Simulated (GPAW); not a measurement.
The system is CuO (Tenorite).

```
CELL_PARAMETERS angstrom
2.34185 -1.71130 0.00000
2.34185 1.71130 0.00000
-0.85003 0.00000 5.05787
ATOMIC_POSITIONS crystal
Cu 0.50000 0.00000 0.50000
Cu 0.00000 0.50000 0.00000
O 0.41840 0.58160 0.75000
O 0.58160 0.41840 0.25000
```

Program: GPAW 26.7.0. Alike in all runs: task single point; no spin polarisation; cell as given.

Problem. Order these runs on this cell by their pressure, lowest first.
A. level PBE; potentials or basis GPAW PAW data sets (gpaw-data 1.2.1), pw; k mesh 10 × 10 × 5; cutoff (eV) 800; smearing fermi-dirac 0.05 eV
B. level PBEsol+U; potentials or basis PAW data sets generated in the run's folder for this functional, pw; U Cu d U = 4.5 eV; k mesh 8 × 8 × 4; cutoff (eV) 650; smearing fermi-dirac 0.01 eV
C. level PBE+U; potentials or basis PAW data sets generated in the run's folder for this functional, pw; U Cu d U = 3.5 eV; k mesh 8 × 8 × 4; cutoff (eV) 650; smearing fermi-dirac 0.01 eV
D. level LDA+U; potentials or basis the program's PAW data sets (release 1.2.1) made for this functional, pw; U Cu d U = 1 eV; k mesh 8 × 8 × 4; cutoff (eV) 650; smearing fermi-dirac 0.01 eV

Solution. D (-10.5 GPa), B (-3.4 GPa), C (5.0 GPa), A (7.9 GPa).

Caveats: the run has no spin polarisation, though such a crystal can be magnetic; the cutoff is short for stress and forces, so pressures can be off by a GPa or more (some runs); U without spin polarisation on a metal has little footing (some runs).

Not every run made on this cell is shown here.
